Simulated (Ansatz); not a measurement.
# AgI (F-43m): from the cell to its phonons, part 4 of 4

Wanted: phonon frequencies of AgI (F-43m) and what follows from them.

Ansatz 0.2.0; DFT LDA, scalar-relativistic, plane waves, PAW; PAW set soft_1.

So far, highest frequency on the path or at a solved wavevector (cm⁻¹): step 7 (response at finite wavevector) 138. The relaxed cell has a = 6.348 Å (conventional setting).

The database entry behind the starting cell differs from later determinations by our own check (about 0.3 % short), so it need not match the best structure at ambient conditions.

### Step 8. Finite displacements in a supercell

Finite displacements in a 2×2×2 supercell give force constants from forces alone. They are exact at the wavevectors that the supercell holds, where they check the linear-response result.

The input, input.yaml:

```yaml
crystal:
  lattice:
    - [0.0, 3.1740386825, 3.1740386825]
    - [3.1740386825, 0.0, 3.1740386825]
    - [3.1740386825, 3.1740386825, 0.0]
  atoms:
    - { symbol: Ag, position: [0.0, 0.0, 0.0] }
    - { symbol: I, position: [0.25, 0.25, 0.25] }
kpoints:
  mp_grid: { grid: [12, 12, 12] }
hamiltonian:
  xc: lda
  pseudopotentials: { kind: paw, azcp: { folder: soft_1 }, xc_functional: pbe }
scf:
  occupations: { method: fixed }
output:
  eigenvalues: true
phonons:
  method: fd
  supercell: [2, 2, 2]
  temperatures: { t_max: 1000, t_step: 50 }
  qpath:
    path:
      - [[0.0, 0.0, 0.0], [-0.5, -0.5, 0.0], [-0.375, -0.375, 0.25]]
      - [[-0.375, 0.0, 0.375], [0.0, 0.0, 0.0], [0.0, 0.0, 0.5], [-0.5, -0.25, 0.25], [-0.5, -0.5, 0.0]]
    npoints: 10
  non_analytic_term:
    high_frequency_dielectric_tensor: [[5.9302, 0.0, 0.0], [0.0, 5.9302, 0.0], [0.0, 0.0, 5.9302]]
    born_effective_charges:
      - { species: Ag, tensor: [[1.1802, 0.0, 0.0], [0.0, 1.1802, 0.0], [0.0, 0.0, 1.1802]] }
      - { species: I, tensor: [[-1.1802, 0.0, 0.0], [0.0, -1.1802, 0.0], [0.0, 0.0, -1.1802]] }
    source: "zone-centre run at this cell"
```

Command:

```console
$ ansatz run input.yaml --threads 4 --pin off --max-ram 10240MiB --backend cpu --events-out ev --progress --plain --runs-dir out
```

Numbers of over 12 decimals in the logs are rounded to 6 here.

The program printed:

```text
[...]
Crystal: 16 atoms, lattice volume = 511.631 Å³
Basis set: ecut = 420 eV, 9841 PW (Γ)
Bands: 173, of which v1, the nominal top of the filled ones, is band 144 counted from 1 (143 counted from 0)
Symmetry: 192 space group operations
k-points: 16 of 216 (time reversal used)
[...]
SCF iter   1: F=—  HF=-118515.503971 eV  |F-HF|=—  |Δ(HF+E_count)|=         —  Δρ=2.52e-8  dr2=4.00e-12  ethr=1.00e-12  ⟨swp⟩=3.0  Hψ=6911  notcnv=0
[...]
SCF iter   2: F=-118515.503971 eV  HF=-118515.503971 eV  |F-HF|=0.00e0  |Δ(HF+E_count)|=  2.91e-11  Δρ=8.22e-9  dr2=5.89e-13  ethr=1.00e-12  ⟨swp⟩=3.0  Hψ=6114  notcnv=0
SCF 1 converged in 2 iterations: F = -118515.503971 eV  dr2 = 5.89e-13
[...]
Symmetry: 4 space group operations
k-points: 46 of 216 (time reversal used)
[...]
SCF iter   9: F=-118515.503961 eV  HF=-118515.503961 eV  |F-HF|=4.37e-11  |Δ(HF+E_count)|=  1.46e-11  Δρ=9.98e-9  dr2=7.58e-13  ethr=1.00e-12  ⟨swp⟩=5.0  Hψ=30918  notcnv=0
SCF 2 converged in 9 iterations: F = -118515.503961 eV  dr2 = 7.58e-13
[...]
SCF iter   9: F=-118515.503955 eV  HF=-118515.503955 eV  |F-HF|=4.37e-11  |Δ(HF+E_count)|=    0.00e0  Δρ=1.00e-8  dr2=5.47e-13  ethr=1.00e-12  ⟨swp⟩=5.0  Hψ=30665  notcnv=0
SCF 3 converged in 9 iterations: F = -118515.503955 eV  dr2 = 5.47e-13
[...]
SCF converged after 2 iterations
Free energy (F): -118515.503971 eV
[...]
Internal energy: -118515.503971 eV  (E = F + TS)
E sigma→0 (E₀):  -118515.503971 eV
Fermi energy:    7.561887 eV
[...]
--- Band table (eV; the first three rows and the last of 16) ---
  k-point 0: bands = [... 140 lower, 6.7274, 7.5619, 7.5619, 7.5619, 8.6204, 10.0762, 10.0762, 10.0762, ... 25 higher]
  k-point 1: bands = [... 140 lower, 6.7823, 7.1181, 7.5022, 7.5022, 9.0221, 10.0844, 10.3458, 10.3458, ... 25 higher]
  k-point 2: bands = [... 140 lower, 6.9314, 6.9314, 7.3438, 7.3438, 9.5969, 10.0806, 10.9013, 10.9013, ... 25 higher]
  k-point 15: bands = [... 140 lower, 6.6850, 6.6850, 6.8511, 6.8511, 10.9135, 10.9135, 11.0825, 11.0825, ... 25 higher]
--- Phonons: 2 displaced members + reference (amplitude 0.0025 Å, Σ member SCF iterations 18) ---
  symmetry images taken by loose's conditions (phonons.symmetry_images: auto; settled by the asymmetry read); asymmetry of the core-correction force 2.2e-8 eV/Å at the most on a site, 2.3e-7 eV/Å summed over every site of the supercell
  ASR residual: 9.807e-5 → 0.000e0 eV/Å²; symmetrization residual: 8.963e-6 eV/Å²
  largest component of a force at the reference: 7.2e-17 eV/Å
  ASR residual per site (eV/Å²): 7.06e-5 9.81e-5
  Γ frequencies (cm⁻¹): 0.00 0.00 0.00 117.51 117.51 117.51
[...]
```

It took 2.8 min on 4 threads of AMD EPYC 7R13 (Zen 3), shared host; peak memory 3.9 GiB; 11 min of CPU time.

This step gave:

| Quantity | Value |
| --- | --- |
| atoms in the supercell | 16 |
| sum-rule residual before enforcement | 9.81e-5 eV/Å² |
| highest frequency on the path or at a solved wavevector | 139 cm⁻¹ |

Interpolated from a 2×2×2 supercell, rough between the solved points, with the LO-TO term (at Γ the limit along the path; where Γ stands inside the path, tables give the limit on arrival). Phonon branches along the path, in cm⁻¹:

```
    point  branch 1  branch 2  branch 3  branch 4  branch 5  branch 6
        Γ         0         0         0       118       118       130
  halfway        19        19        66       126       126       128
        X        27        27        99       121       134       134
  halfway        26        34        97       119       133       136
        U        26        44        92       117       131       139
jump to K        26        44        92       117       131       139
  halfway        17        34        63       122       126       130
        Γ         0         0         0       118       118       130
  halfway        15        15        60       122       122       131
        L        20        20        84       126       126       133
  halfway        25        41        85       120       129       137
        W        38        40        92       114       135       137
  halfway        33        33        96       117       135       136
        X        27        27        99       121       134       134
```

The phonon branches as a text plot (rows in cm⁻¹):

```
    136 |           ***********                  ****************
    130 |***********   ******  ******************    ****
    125 |    ********        *******         ********
    119 |****        ********    ************        ****    ****
    113 |                                                ****
    107 |
    101 |            **                                        **
     96 |           *  ***                                  ***
     90 |         **      **                            ****
     84 |        *          *                   ********
     78 |       *            **               **
     72 |                      *
     67 |      *                             *
     61 |                       *           *
     55 |    **                  *
     49 |                  **              *
     43 |   *            **  **   **                  ****
     38 |               *      *          *          *   *****
     32 |              *        *   *               *   *    **
     26 |  *     ************    *       *         * ***       **
     20 |      **            ***  **          *******
     14 | * ***                 **  **  *  ***
      9 |  *                      ****   **
      3 |**                          ****
         Γ           X  U|K            Γ         L        W     X
```

Tetrahedra on a 18×18×18 mesh, mean over bins of 2 cm-1. Interpolated from a 2×2×2 supercell, rough between the solved points. Phonon density of states against wavenumber; read off at these points:

```
wavenumber (cm⁻¹)  phonon density of states (1/cm⁻¹/cell)
              1.0                                  8.0e-5
              7.0                                 0.00357
             15.0                                  0.0237
             21.0                                  0.0942
             25.0                                   0.106
             27.0                                  0.0974
             33.0                                  0.0485
             41.0                                  0.0534
             47.0                                  0.0129
             53.0                                 0.00442
             61.0                                 0.00728
             67.0                                  0.0108
             73.0                                  0.0168
             79.0                                  0.0296
             83.0                                  0.0643
             87.0                                  0.0366
             93.0                                  0.0233
             99.0                                  0.0015
            107.0                                       0
            113.0                                  3.8e-4
            119.0                                  0.0990
            123.0                                   0.189
            125.0                                   0.151
            131.0                                   0.155
            133.0                                   0.148
            137.0                                   0.139
            139.0                                  0.0421
```

At Γ the two methods differ by at most 0.0 cm⁻¹.

### Step 9. What came out

| Item | Value |
| --- | --- |
| space group after relaxation (within 0.01 Å) | F-43m |
| volume per atom | 32.0 Å³ |
| gap on the k-mesh | 1.06 eV |
| highest optical mode at the zone centre (no LO-TO term) | 118 cm⁻¹ |
| top of the zone-centre spectrum with the field | 130 cm⁻¹ |
| lowest optical zone-centre mode | 118 cm⁻¹ |
| mean high-frequency dielectric constant | 5.93 |
| mean static dielectric constant | 7.26 |
| largest Born charge (third of the trace) | 1.18 e |
| lowest mode on the q mesh (acoustic modes at Γ apart) | 17.2 cm⁻¹ |
| highest frequency on the path or at a solved wavevector | 138 cm⁻¹ |
| zero-point energy per atom | 16.2 meV |
| heat capacity at 300 K | 24.5 J/(mol atoms K) |
| vibrational entropy at 300 K | 52.3 J/(mol atoms K) |
| Debye temperature (second moment) | 182 K |
| imaginary modes on the 4×4×4 q mesh | none |

**Reading.** The structure is a minimum as far as tested: no mode is imaginary at the 8 irreducible wavevectors of the 4×4×4 mesh, and the softest away from the acoustic zeros lies at 17 cm⁻¹. Without the field, the optical modes at Γ form one degenerate level at 118 cm⁻¹. With the macroscopic field of the longitudinal modes the top of the zone-centre spectrum lies at 130 cm⁻¹, against 118 cm⁻¹ without it. Lattice motion raises the mean dielectric constant from 5.930 to 7.261. The strongest infrared line is at 118 cm⁻¹. On the path and the mesh, the widest gap between branches runs from 99 to 117 cm⁻¹. Finite displacements and linear response differ by 0.0 cm⁻¹ in the highest zone-centre mode. The program warns that the interpolation holds no quadrupole term, so branches close to Γ can be off in this crystal. Spin-orbit coupling is left out, which can matter for the heavy elements here. The PAW files were made for PBE and serve the other functionals too. These are harmonic frequencies at zero temperature: anharmonic shifts, linewidths and thermal expansion are left out.

[Logs are printed without paths, hosts, clocks, repeated set-up lines and the standing remarks that a program may print on its own settings, such as how far it seeks lower states.]

[Hosts, paths, dates, database ids (printed as entryN), source tags and the programs' standing remarks are cut or masked in the printed files.]
